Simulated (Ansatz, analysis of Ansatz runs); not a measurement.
**Charge-transition level of the Fe on the Ga site in GaP (r2SCAN)**

How near does this set-up come to the measured charge-transition level? Subject: Fe on the Ga site in GaP. Set-up: r2SCAN, 64-site cell, r2SCAN lattice, 500 eV, k: the single point 1/4 1/4 1/4 then 2x2x2 shifted 0.5 0.5 0.5. The model is a cell of 64 host atoms with 1 Ga taken out and 1 Fe put in. The level is the Fermi energy at which two charge states have equal formation energy, after a correction for the images of the charge. A meta-GGA costs about twice a GGA and mends lattice constants and part of the gap.

**The experiment.** (0/-1) level above the valence-band top: 0.86 eV, by absorption of a p-i-n diode (quoted in “Electronic structure of transition-atom impurities in GaP”, 1985, V. A. Singh and Alex Zunger, quoting earlier work (1979)). (0/-1) level above the valence-band top: 0.82 eV, by thermal emission rates and capture cross sections (transition enthalpy) (quoted in “Electronic structure of transition-atom impurities in GaP”, 1985, V. A. Singh and Alex Zunger, quoting earlier work (1983)). The calculation is set beside it at the end.

Program: Ansatz 0.2.0. Level of theory: plane-wave PAW DFT, r2SCAN; relaxation of all atoms of a defect supercell. Results are calculated unless marked as measured.

## 1. Starting point

The cell holds 64 atoms: 31 Ga, 32 P and 1 Fe. Cell: a = 10.901 Å, b = 10.901 Å, c = 10.901 Å, α = 90.0°, β = 90.0°, γ = 90.0°. It derives from GaP (space group F-43m). Nearest the centre at fractional (0.500, 0.500, 0.500): Fe57 at 0.00 Å, P16 at 2.36 Å, P38 at 2.36 Å, P23 at 2.36 Å, P61 at 2.36 Å, Ga34 at 3.85 Å, Ga19 at 3.85 Å, Ga12 at 3.85 Å.

The host's primitive cell comes from a first run (plane-wave PAW DFT, r2SCAN; relaxation of the host's cell and atoms): vectors of 3.854, 3.854 and 3.854 Å. That is 20.24 Å³ an atom. The supercell is built on it.

## 2. Relaxation, charge 0

Every later number rests on the structure around the defect, so the atoms are relaxed at the host's lattice first.

relax0/input.yaml reads:

```yaml
relax:
  f_tol: 0.02
  max_steps: 80
  random_displacement: { amplitude: 0.05, seed: 376 }
crystal:
  lattice:
    - [10.901, 0.0, 0.0]
    - [0.0, 0.0, -10.901]
    - [0.0, 10.901, 0.0]
  atoms:
    - { symbol: Ga, position: [0.0, 0.0, 0.0] }
    - { symbol: Ga, position: [0.0, 0.25, 0.25] }
    - { symbol: Ga, position: [0.25, 0.0, 0.25] }
    - { symbol: Ga, position: [0.25, 0.25, 0.0] }
    - { symbol: P, position: [0.125, 0.125, 0.125] }
    - { symbol: P, position: [0.125, 0.375, 0.375] }
    - { symbol: P, position: [0.375, 0.125, 0.375] }
    - { symbol: P, position: [0.375, 0.375, 0.125] }
    - { symbol: Ga, position: [0.0, 0.0, 0.5] }
    - { symbol: Ga, position: [0.0, 0.25, 0.75] }
    - { symbol: Ga, position: [0.25, 0.0, 0.75] }
    - { symbol: Ga, position: [0.25, 0.25, 0.5] }
    - { symbol: P, position: [0.125, 0.125, 0.625] }
    - { symbol: P, position: [0.125, 0.375, 0.875] }
    - { symbol: P, position: [0.375, 0.125, 0.875] }
    - { symbol: P, position: [0.375, 0.375, 0.625] }
    - { symbol: Ga, position: [0.0, 0.5, 0.0] }
    - { symbol: Ga, position: [0.0, 0.75, 0.25] }
    - { symbol: Ga, position: [0.25, 0.5, 0.25] }
    - { symbol: Ga, position: [0.25, 0.75, 0.0] }
    - { symbol: P, position: [0.125, 0.625, 0.125] }
    - { symbol: P, position: [0.125, 0.875, 0.375] }
    - { symbol: P, position: [0.375, 0.625, 0.375] }
    - { symbol: P, position: [0.375, 0.875, 0.125] }
    - { symbol: Ga, position: [0.0, 0.5, 0.5] }
    - { symbol: Ga, position: [0.0, 0.75, 0.75] }
    - { symbol: Ga, position: [0.25, 0.5, 0.75] }
    - { symbol: Ga, position: [0.25, 0.75, 0.5] }
    - { symbol: P, position: [0.125, 0.625, 0.625] }
    - { symbol: P, position: [0.125, 0.875, 0.875] }
    - { symbol: P, position: [0.375, 0.625, 0.875] }
    - { symbol: P, position: [0.375, 0.875, 0.625] }
    - { symbol: Ga, position: [0.5, 0.0, 0.0] }
    - { symbol: Ga, position: [0.5, 0.25, 0.25] }
    - { symbol: Ga, position: [0.75, 0.0, 0.25] }
    - { symbol: Ga, position: [0.75, 0.25, 0.0] }
    - { symbol: P, position: [0.625, 0.125, 0.125] }
    - { symbol: P, position: [0.625, 0.375, 0.375] }
    - { symbol: P, position: [0.875, 0.125, 0.375] }
    - { symbol: P, position: [0.875, 0.375, 0.125] }
    - { symbol: Ga, position: [0.5, 0.0, 0.5] }
    - { symbol: Ga, position: [0.5, 0.25, 0.75] }
    - { symbol: Ga, position: [0.75, 0.0, 0.75] }
    - { symbol: Ga, position: [0.75, 0.25, 0.5] }
    - { symbol: P, position: [0.625, 0.125, 0.625] }
    - { symbol: P, position: [0.625, 0.375, 0.875] }
    - { symbol: P, position: [0.875, 0.125, 0.875] }
    - { symbol: P, position: [0.875, 0.375, 0.625] }
    - { symbol: Ga, position: [0.5, 0.5, 0.0] }
    - { symbol: Ga, position: [0.5, 0.75, 0.25] }
    - { symbol: Ga, position: [0.75, 0.5, 0.25] }
    - { symbol: Ga, position: [0.75, 0.75, 0.0] }
    - { symbol: P, position: [0.625, 0.625, 0.125] }
    - { symbol: P, position: [0.625, 0.875, 0.375] }
    - { symbol: P, position: [0.875, 0.625, 0.375] }
    - { symbol: P, position: [0.875, 0.875, 0.125] }
    - { symbol: Fe, position: [0.5, 0.5, 0.5], spin: 5.0 }
    - { symbol: Ga, position: [0.5, 0.75, 0.75] }
    - { symbol: Ga, position: [0.75, 0.5, 0.75] }
    - { symbol: Ga, position: [0.75, 0.75, 0.5] }
    - { symbol: P, position: [0.625, 0.625, 0.625] }
    - { symbol: P, position: [0.625, 0.875, 0.875] }
    - { symbol: P, position: [0.875, 0.625, 0.875] }
    - { symbol: P, position: [0.875, 0.875, 0.625] }
  host:
    repeats: [2, 2, 2]
    atoms:
      - { symbol: Ga, position: [0.0, 0.0, 0.0] }
      - { symbol: Ga, position: [0.0, 0.5, 0.5] }
      # ... 6 more atoms of the perfect host
basis:
  ecutwfc: 500
  xc_grid: 2
hamiltonian:
  xc: r2scan
kpoints:
  mp_grid: { grid: [1, 1, 1], shift: [0.25, 0.25, 0.25] }
magnetization:
  spin_polarized: true
  initial_magnetization: 5
  spin_locking: { lock_magnetization: hard }
scf:
  occupations: { method: fermi_dirac, width: 0.01 }
  max_iter: 120
output:
  forces: true
  charged_corrections:
    epsilon: 10.68
    static_epsilon: 12.72
    defect_position: [0.5, 0.5, 0.5]
checkpoint:
  write: "../relax0.run"
  compress: false
  write_wavefunctions: true
  write_every: 100000
```

Command:

```console
ansatz run input.yaml --threads 4 --pin off --max-ram 7536MiB --backend cpu --events-out ev --progress --plain --runs-dir out
```

Numbers of over 12 decimals in the logs are rounded to 6 here.

Log:

```text
[... repeated set-up lines and file paths are left out, and long positions are rounded to six places ...]
Warning: where an SCF of this run starts from atoms to list the orders of its open shells, Fe (site 56, from 0) starts with 4.00 μB on its 3d shell, in the place of the 5.00 μB that the deck gives it: its open shells can hold no more by Hund's first rule. [...]
Warning: This run holds its total moment fixed (magnetization.spin_locking.lock_magnetization: hard) and mixes its density by anderson or broyden (scf.mixing.algorithm, typed or taken by auto). [...]
Engine: ansatz 0.2.0, aarch64-unknown-linux-gnu
Pseudopotentials: kind: paw
Pseudopotential: Ga, paw, valence charge 13, recommended cutoff 500 eV (meta_gga), Ga.paw.azcp
Pseudopotential: P, paw, valence charge 5, recommended cutoff 500 eV (meta_gga), P.paw.azcp
Pseudopotential: Fe, paw, valence charge 16, recommended cutoff 500 eV (meta_gga), Fe.paw.azcp
Functional definition: r2SCAN
  parameter k0 = 0.174
  parameter k1 = 0.065
  parameter a1 = 4.9479
  exchange = r2scan_x(k0 = k0, k1 = k1, a1 = a1)
  correlation = r2scan_c
Crystal: 64 atoms, lattice volume = 1295.385 Å³
Basis set: ecut = 500 eV, 32987 PW (Γ), exchange–correlation on 160×160×160 points (8 copies of the dense FFT grid, shifted against one another)
Bands: 356, of which v1, the nominal top of the filled ones, is band 290 counted from 1 (289 counted from 0)
Symmetry: 1 space group operations
k-points: 1
Non-local potential: Ga, projectors of the file, l = 0: 2, l = 1: 2, l = 2: 3, l = 3: 1
Non-local potential: P, projectors of the file, l = 0: 2, l = 1: 2, l = 2: 2
Non-local potential: Fe, projectors of the file, l = 0: 3, l = 1: 2, l = 2: 3, l = 3: 1
PAW form: soft (Blöchl's): semilocal exchange-correlation on the pseudo side does not see the compensation charge
PAW frozen core: Ga, regenerated for the run's functional (the file was generated under x = pbe(κ = 0.804, μ = 0.219515), c = pbe(β = 0.066725))
PAW frozen core: P, regenerated for the run's functional (the file was generated under x = pbe(κ = 0.804, μ = 0.219515), c = pbe(β = 0.066725))
PAW frozen core: Fe, regenerated for the run's functional (the file was generated under x = pbe(κ = 0.804, μ = 0.219515), c = pbe(β = 0.066725))
PAW one-centre angular grid: Ga, 590 points (default); XC on 160 Gauss nodes
PAW one-centre angular grid: P, 302 points (default); XC on 160 Gauss nodes
PAW one-centre angular grid: Fe, 590 points (default); XC on 160 Gauss nodes
Initial density: superposition of atomic densities (chi_scale 0.1, normalization cell)
Starting moments: Σ|m| = 5 μB on 1 of 64 sites
Initial wavefunctions: pseudopotential atomic-orbital guess
Functional: x = r2scan, c = r2scan; τ floored in thin density (d = 2e-4 eV/Å³)
SCF iter   1: F=—  HF=-146310.220408 eV  |F-HF|=—  |Δ(HF+E_count)|=         —  Δρ=2.38e-2 (↑2.28e-2 ↓2.38e-2)  dr2=2.77e1  dr2_τ=1.25e-1  dr2_m=1.38e-1  M=5.000 μB ∫|m|=5.009 μB  β_m=1.00  ethr=3.10e-3  ⟨swp⟩=7.5  Hψ=2913  notcnv=0
preconditioner: auto → Resta (q_TF=auto, 2.386 Å⁻¹)  ε∞=4.1  [insulator: Δε(μ)=1.082 eV  Ē_g=13.967 eV  σ=0.010 eV  W_gap=1.00  n_scr=304 (ndim 8)  ℏωp=24.7 eV  f_vac=0.000  D(μ)=0.00/eV (n_scr^D=0)  ε∞_Penn≈4.1]
spin=Collinear: Resta preconditioning applied to the charge; magnetization (m = ρ↑ − ρ↓) channel mixes plain (no charge-response kernel on spin).
SCF iter   2: F=—  HF=-146308.397017 eV  |F-HF|=—  |Δ(HF+E_count)|=    1.82e0  Δρ=1.71e-2 (↑1.71e-2 ↓1.71e-2)  dr2=1.38e1  dr2_τ=1.47e-2  dr2_m=7.43e-3  M=5.000 μB ∫|m|=5.080 μB  β_m=1.00  ethr=3.10e-3  ⟨swp⟩=2.5  Hψ=910  notcnv=0  defer=124  κ⁻¹=1.0e0(r=1)
SCF iter   3: F=—  HF=-146308.040511 eV  |F-HF|=—  |Δ(HF+E_count)|=   3.57e-1  Δρ=6.29e-3 (↑5.59e-3 ↓6.29e-3)  dr2=1.38e0  dr2_τ=8.82e-3  dr2_m=2.12e-2  M=5.000 μB ∫|m|=5.162 μB  β_m=1.00  ethr=2.38e-3  ⟨swp⟩=3.0  Hψ=948  notcnv=0  defer=124  κ⁻¹=1.9e-2(r=2)
SCF iter   4: F=—  HF=-146308.386375 eV  |F-HF|=—  |Δ(HF+E_count)|=   3.46e-1  Δρ=2.63e-3 (↑2.47e-3 ↓2.63e-3)  dr2=3.56e-1  dr2_τ=1.42e-3  dr2_m=1.82e-3  M=5.000 μB ∫|m|=5.104 μB  β_m=1.00  ethr=2.39e-4  ⟨swp⟩=3.0  Hψ=1361  notcnv=0  defer=124  κ⁻¹=8.1e-3(r=3)
SCF iter   5: F=—  HF=-146308.491762 eV  |F-HF|=—  |Δ(HF+E_count)|=   1.05e-1  Δρ=9.93e-4 (↑8.41e-4 ↓9.93e-4)  dr2=5.56e-2  dr2_τ=4.31e-4  dr2_m=3.82e-4  M=5.000 μB ∫|m|=5.082 μB  β_m=1.00  ethr=6.15e-5  ⟨swp⟩=3.0  Hψ=1362  notcnv=0  defer=124  κ⁻¹=1.5e-3(r=4)
SCF iter   6: F=—  HF=-146308.524104 eV  |F-HF|=—  |Δ(HF+E_count)|=         —  Δρ=6.22e-4 (↑5.28e-4 ↓6.22e-4)  dr2=2.15e-2  dr2_τ=1.16e-4  dr2_m=3.06e-4  M=5.000 μB ∫|m|=5.088 μB  β_m=1.00  ethr=9.60e-6  ⟨swp⟩=2.5  Hψ=1359  notcnv=0  defer=124  κ⁻¹=1.5e-3(r=4)
SCF iter   7: F=—  HF=-146308.532060 eV  |F-HF|=—  |Δ(HF+E_count)|=   7.96e-3  Δρ=4.74e-4 (↑4.26e-4 ↓4.74e-4)  dr2=1.33e-2  dr2_τ=7.87e-5  dr2_m=1.10e-4  M=5.000 μB ∫|m|=5.091 μB  β_m=1.00  ethr=3.70e-6  ⟨swp⟩=2.5  Hψ=1305  notcnv=0  defer=124  κ⁻¹=8.4e-5(r=5)
SCF iter   8: F=—  HF=-146308.546296 eV  |F-HF|=—  |Δ(HF+E_count)|=   1.42e-2  Δρ=1.67e-4 (↑1.67e-4 ↓1.24e-4)  dr2=9.98e-4  dr2_τ=5.64e-6  dr2_m=3.07e-5  M=5.000 μB ∫|m|=5.099 μB  β_m=1.00  ethr=2.29e-6  ⟨swp⟩=3.0  Hψ=1383  notcnv=0  defer=124  κ⁻¹=8.6e-6(r=6)
SCF iter   9: F=—  HF=-146308.547493 eV  |F-HF|=—  |Δ(HF+E_count)|=   1.20e-3  Δρ=8.64e-5 (↑8.64e-5 ↓6.72e-5)  dr2=1.89e-4  dr2_τ=3.52e-6  dr2_m=5.68e-6  M=5.000 μB ∫|m|=5.098 μB  β_m=1.00  ethr=1.72e-7  ⟨swp⟩=3.0  Hψ=1386  notcnv=0  defer=124  κ⁻¹=2.7e-6(r=7)
SCF iter  10: F=—  HF=-146308.547612 eV  |F-HF|=—  |Δ(HF+E_count)|=   1.19e-4  Δρ=3.57e-5 (↑3.41e-5 ↓3.57e-5)  dr2=4.52e-5  dr2_τ=6.76e-7  dr2_m=4.13e-7  M=5.000 μB ∫|m|=5.097 μB  β_m=1.00  ethr=3.27e-8  ⟨swp⟩=2.5  Hψ=1300  notcnv=0  defer=124  κ⁻¹=5.7e-7(r=8)
SCF iter  11: F=—  HF=-146308.547664 eV  |F-HF|=—  |Δ(HF+E_count)|=   5.21e-5  Δρ=1.54e-5 (↑1.43e-5 ↓1.54e-5)  dr2=1.41e-5  dr2_τ=4.69e-8  dr2_m=3.67e-7  M=5.000 μB ∫|m|=5.097 μB  β_m=1.00  ethr=7.81e-9  ⟨swp⟩=2.5  Hψ=1360  notcnv=0  defer=124  κ⁻¹=1.9e-7(r=8)
SCF iter  12: F=—  HF=-146308.547674 eV  |F-HF|=—  |Δ(HF+E_count)|=   1.04e-5  Δρ=9.03e-6 (↑8.43e-6 ↓9.03e-6)  dr2=2.67e-6  dr2_τ=1.78e-8  dr2_m=1.42e-7  M=5.000 μB ∫|m|=5.097 μB  β_m=1.00  ethr=2.43e-9  ⟨swp⟩=2.5  Hψ=1363  notcnv=0  defer=124  κ⁻¹=1.2e-6(r=8)
SCF iter  13: F=-146308.547670 eV  HF=-146308.547677 eV  |F-HF|=7.32e-6  |Δ(HF+E_count)|=   2.68e-6  Δρ=1.90e-5 (↑5.50e-6 ↓1.90e-5)  dr2=9.97e-6  dr2_τ=3.78e-8  dr2_m=6.75e-7  M=5.000 μB ∫|m|=5.097 μB  ethr=4.61e-10  ⟨swp⟩=2.0  Hψ=2159  notcnv=0
SCF 1 converged in 13 iterations: F = -146308.547670 eV  dr2 = 9.97e-6
[...]
relax step   4: F+E_penalty+E_count = -146309.47301898 eV  Δ(F+E_penalty+E_count) = +9.714e-4 eV  max|allowed force component| = 6.371e-2 eV/Å  Δτ_max = 0.0204 Å  (8 SCF iters, rejected (line search))
SCF iter   1: F=—  HF=-146309.463250 eV  |F-HF|=—  |Δ(HF+E_count)|=         —  Δρ=4.73e-4 (↑4.73e-4 ↓4.14e-4)  dr2=8.91e-4  dr2_τ=3.34e-3  dr2_m=1.84e-3  M=5.000 μB ∫|m|=5.095 μB  β_m=1.00  ethr=1.56e-6  ⟨swp⟩=6.5  Hψ=2141  notcnv=0  defer=124
SCF iter   2: F=—  HF=-146309.474262 eV  |F-HF|=—  |Δ(HF+E_count)|=   1.10e-2  Δρ=1.61e-4 (↑1.47e-4 ↓1.61e-4)  dr2=5.90e-4  dr2_τ=8.96e-6  dr2_m=1.23e-5  M=5.000 μB ∫|m|=5.095 μB  β_m=1.00  ethr=1.54e-7  ⟨swp⟩=3.0  Hψ=1735  notcnv=0  defer=124  κ⁻¹=1.0e0(r=1)
SCF iter   3: F=—  HF=-146309.474349 eV  |F-HF|=—  |Δ(HF+E_count)|=   8.74e-5  Δρ=1.13e-4 (↑1.10e-4 ↓1.13e-4)  dr2=3.24e-4  dr2_τ=3.10e-6  dr2_m=2.27e-7  M=5.000 μB ∫|m|=5.095 μB  β_m=1.00  ethr=1.02e-7  ⟨swp⟩=1.5  Hψ=931  notcnv=0  defer=124  κ⁻¹=1.0e-2(r=2)
SCF iter   4: F=—  HF=-146309.474436 eV  |F-HF|=—  |Δ(HF+E_count)|=   8.62e-5  Δρ=2.79e-5 (↑2.79e-5 ↓2.70e-5)  dr2=2.25e-5  dr2_τ=2.99e-7  dr2_m=7.72e-7  M=5.000 μB ∫|m|=5.095 μB  β_m=1.00  ethr=5.60e-8  ⟨swp⟩=2.0  Hψ=1296  notcnv=0  defer=124  κ⁻¹=1.4e-3(r=3)
SCF iter   5: F=—  HF=-146309.474445 eV  |F-HF|=—  |Δ(HF+E_count)|=   9.20e-6  Δρ=1.22e-5 (↑1.22e-5 ↓1.15e-5)  dr2=4.61e-6  dr2_τ=3.04e-8  dr2_m=1.94e-8  M=5.000 μB ∫|m|=5.095 μB  β_m=1.00  ethr=3.89e-9  ⟨swp⟩=2.5  Hψ=1292  notcnv=0  defer=124  κ⁻¹=2.1e-4(r=4)
SCF iter   6: F=—  HF=-146309.474446 eV  |F-HF|=—  |Δ(HF+E_count)|=   1.43e-6  Δρ=4.51e-6 (↑4.40e-6 ↓4.51e-6)  dr2=4.41e-7  dr2_τ=7.89e-9  dr2_m=1.44e-8  M=5.000 μB ∫|m|=5.095 μB  β_m=1.00  ethr=7.96e-10  ⟨swp⟩=2.0  Hψ=1291  notcnv=0  defer=124  κ⁻¹=2.7e-5(r=5)
SCF iter   7: F=—  HF=-146309.474447 eV  |F-HF|=—  |Δ(HF+E_count)|=   3.45e-7  Δρ=2.05e-6 (↑2.01e-6 ↓2.05e-6)  dr2=1.22e-7  dr2_τ=1.52e-9  dr2_m=1.36e-9  M=5.000 μB ∫|m|=5.095 μB  β_m=1.00  ethr=7.62e-11  ⟨swp⟩=2.5  Hψ=1326  notcnv=0  defer=124  κ⁻¹=7.3e-6(r=6)
SCF iter   8: F=-146309.474447 eV  HF=-146309.474447 eV  |F-HF|=2.17e-8  |Δ(HF+E_count)|=   1.12e-7  Δρ=8.58e-7 (↑7.82e-7 ↓8.58e-7)  dr2=2.57e-8  dr2_τ=2.34e-10  dr2_m=6.69e-10  M=5.000 μB ∫|m|=5.095 μB  ethr=1.73e-11  ⟨swp⟩=4.0  Hψ=2454  notcnv=0
SCF 5 converged in 8 iterations: F = -146309.474447 eV  dr2 = 2.57e-8
relax step   5: F+E_penalty+E_count = -146309.47444682 eV  Δ(F+E_penalty+E_count) = -4.564e-4 eV  max|allowed force component| = 4.872e-3 eV/Å  Δτ_max = 0.0050 Å  (8 SCF iters, accepted)
NSCF: frozen V_eff on 1 k-points
the band table was solved once a step of the walk had ended and its energy, with any forces and stress, was formed, with the checks that follow a solve (2681 applications of the Hamiltonian). They found nothing against the state; [...]
iter 1 solved again at ethr=4.29e-12 eV; its pass at ethr=3.10e-3 eV (dr2=2.48e-8 eV) is discarded
SCF iter   1: F=—  HF=-146309.474447 eV  |F-HF|=—  |Δ(HF+E_count)|=         —  Δρ=8.35e-7 (↑7.82e-7 ↓8.35e-7)  dr2=2.48e-8  dr2_τ=2.29e-10  dr2_m=5.88e-10  M=5.000 μB ∫|m|=5.095 μB  β_m=1.00  ethr=4.29e-12  ⟨swp⟩=3.0  Hψ=2559  notcnv=0
SCF iter   2: F=-146309.474447 eV  HF=-146309.474447 eV  |F-HF|=1.32e-8  |Δ(HF+E_count)|=   1.22e-8  Δρ=6.17e-7 (↑5.95e-7 ↓6.17e-7)  dr2=1.53e-8  dr2_τ=1.19e-10  dr2_m=8.20e-11  M=5.000 μB ∫|m|=5.095 μB  ethr=4.29e-12  ⟨swp⟩=1.5  Hψ=2108  notcnv=0
SCF 6 converged in 2 iterations: F = -146309.474447 eV  dr2 = 1.53e-8
NSCF: frozen V_eff on 1 k-points
the band table was solved once a step of the walk had ended and its energy, with any forces and stress, was formed, with the checks that follow a solve (2083 applications of the Hamiltonian). They found nothing against the state; [...]
SCF converged after 2 iterations
Stability not checked: this state was not tested for a lower state beside it, because the mixer in use, unlike msr1, does not test its closes by its own steps (another_mixer; see scf.mixing.algorithm and scf.lower_state_search)
Magnetization: 5.0000 μB (292.0000 up, 287.0000 down)
Absolute magnetization: 5.0983 μB (∫|ρ↑−ρ↓|, with the PAW one-centre terms)
Spin contamination: 0.0328 ħ² per cell (⟨S²⟩ above its minimum at these occupations)
Per-site moments (μB) at R_I (Å): [(0.000231971, 0.972749), (9.571779621491794e-5, 0.972509), (9.54663673009819e-5, 0.972547), [... 61 left out ...]
Free energy (F): -146309.474447 eV
Harris-Foulkes:  -146309.474447 eV  (|F-HF|=1.32e-8)
Internal energy: -146309.474447 eV  (E = F + TS)
E sigma→0 (E₀):  -146309.474447 eV
Fermi energy:    7.258780 (↑ 7.956121, ↓ 7.137189) eV
--- Per-component energies (eV) ---
  E_band       = -2519.382441
  E_kinetic    = 6159.539666
  E_local      = -71656.518053  (includes V_loc(G=0)·N_el)
  E_nonlocal   = 14533.871553
  E_hartree    = 33046.978191
  E_xc         = -3919.154190
  E_vxc        = -4098.131954  (∫ρ·V_xc dr)
  E_paw        = -81930.039783  (= ΣΔE_a)
  E_vpaw       = -13753.252003  (= ΣTr[D̂ρ^β])
  E_aug_tail   = -0.001023  (compensation charges beyond the density's cutoff)
  E_vtau       = 201.154284  (kinetic-family band-sum trace: ∫τ·v_τ [+ j·A + Jᵃ·Aᵃ] dr)
  E_ewald      = -42520.709220
  E_core_change = -23.441590  (= ΣΔE_core)
  E_smearing   = -0.000000  (= −TS)
  E_closure    = 0.000000  (closes the sum)
  Σ components = -146309.474447   (vs F -146309.474447, Δ=0.00e0)
--- Forces (eV/Å), atoms counted from 1 ---
  atom   1  Ga    -0.00014774    -0.00046441     0.00008458
  atom   2  Ga    -0.00046432    -0.00002412     0.00110486
  [... 9 atoms left out ...]
  atom  12  Ga     0.00096912    -0.00104849     0.00042685
  [... 3 atoms left out ...]
  atom  16  P     -0.00087586     0.00004777     0.00085804
  [... 2 atoms left out ...]
  atom  19  Ga     0.00065544    -0.00049818    -0.00090408
  [... 3 atoms left out ...]
  atom  23  P     -0.00185505    -0.00069700    -0.00139068
  [... 4 atoms left out ...]
  atom  28  Ga     0.00047888    -0.00121884     0.00029673
  [... 9 atoms left out ...]
  atom  38  P     -0.00076790    -0.00073239     0.00078088
  [... 3 atoms left out ...]
  atom  42  Ga     0.00052808     0.00084918    -0.00099437
  [... 1 atom left out ...]
  atom  44  Ga    -0.00070408    -0.00036391     0.00101132
  [... 12 atoms left out ...]
  atom  57  Fe     0.00344283     0.00490026    -0.00125961
  [... 3 atoms left out ...]
  atom  61  P     -0.00410543    -0.00162200     0.00093200
  [... 3 atoms left out ...]
  max |Σ_I F_I| component: 2.15e-3 eV/Å
--- Band table (eV) ---
  k-point 0 ↑: bands = ["-87.0405", "-51.8038", "-51.6551", "-51.6549", [... 348 left out ...] "12.1957", "12.2246", "12.2248", "12.2694"]
  k-point 0 ↓: bands = ["-81.7991", "-46.5366", "-46.5035", "-46.5035", [... 348 left out ...] "12.2302", "12.2777", "12.2779", "12.3480"]
--- Relaxed structure (5 steps of the walk, 4 accepted, 0 SCFs on fresh bases) ---
  F+E_penalty+E_count = -146309.47444682 eV   max|allowed force component| = 4.872e-3 eV/Å
  atoms:
    - { symbol: Ga, position: [1.677144657843643e-5, 0.000226, -0.000400] }
    - { symbol: Ga, position: [0.000310, 0.250404, 0.249742] }
    [... 9 atoms left out ...]
    - { symbol: Ga, position: [0.250077, 0.250310, 0.500242] }
    [... 3 atoms left out ...]
    - { symbol: P, position: [0.375717, 0.375969, 0.624163] }
    [... 2 atoms left out ...]
    - { symbol: Ga, position: [0.250063, 0.500829, 0.249664] }
    [... 3 atoms left out ...]
    - { symbol: P, position: [0.375709, 0.624817, 0.375262] }
    [... 4 atoms left out ...]
    - { symbol: Ga, position: [0.250096, 0.750171, 0.499709] }
    [... 9 atoms left out ...]
    - { symbol: P, position: [0.624583, 0.375932, 0.375299] }
    [... 3 atoms left out ...]
    - { symbol: Ga, position: [0.500112, 0.250302, 0.749502] }
    [... 1 atom left out ...]
    - { symbol: Ga, position: [0.749964, 0.250328, 0.499703] }
    [... 12 atoms left out ...]
    - { symbol: Fe, position: [0.498809, 0.499075, 0.498362] }
    [... 3 atoms left out ...]
    - { symbol: P, position: [0.622294, 0.622525, 0.621870] }
    [... 3 atoms left out ...]
```

The job ended after 23 min (4 threads of Arm Neoverse N1, shared host; peak memory 6.3 GiB; 90 min of CPU time).

[end of part 1 of 2]

[Logs are printed without paths, hosts, clocks, repeated set-up lines and the standing remarks that a program may print on its own settings, such as how far it seeks lower states.]

[Hosts, paths, dates, database ids (printed as entryN), source tags and the programs' standing remarks are cut or masked in the printed files.]

[For some hosts the program warned that the k-mesh of the response run may be too coarse for force constants and the static dielectric constant; such warnings are not shown here.]
